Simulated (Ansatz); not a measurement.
Input of an Ansatz 0.2.0 run:

File input.yaml:

```yaml
crystal:
  lattice:
    - [0.0, 3.0702711986, 3.0702711986]
    - [3.0702711986, 0.0, 3.0702711986]
    - [3.0702711986, 3.0702711986, 0.0]
  atoms:
    - { symbol: Cd, position: [0.0, 0.0, 0.0] }
    - { symbol: Se, position: [0.25, 0.25, 0.25] }
kpoints:
  mp_grid: { grid: [6, 6, 6] }
scf:
  occupations: { method: fermi_dirac, width: 0.05 }
hamiltonian:
  xc: pbe
  pseudopotentials: { kind: all_electron, datasets: crystal }
output:
  forces: true
  stress: true
  eigenvalues: true
```

Potentials or basis: all-electron PAW datasets made for the crystal.

Command:

```sh
$ ansatz run input.yaml --threads 1 --pin off --max-ram 3072MiB --backend cpu --events-out ev --progress --plain --runs-dir out
```

Question: Estimate the pressure.

Answer: 1.3 GPa.

Question: Predict the band gap on the k mesh.

Answer: 0.55 eV, direct.

PBE gaps usually lie below the measured ones, often by a third to a half.
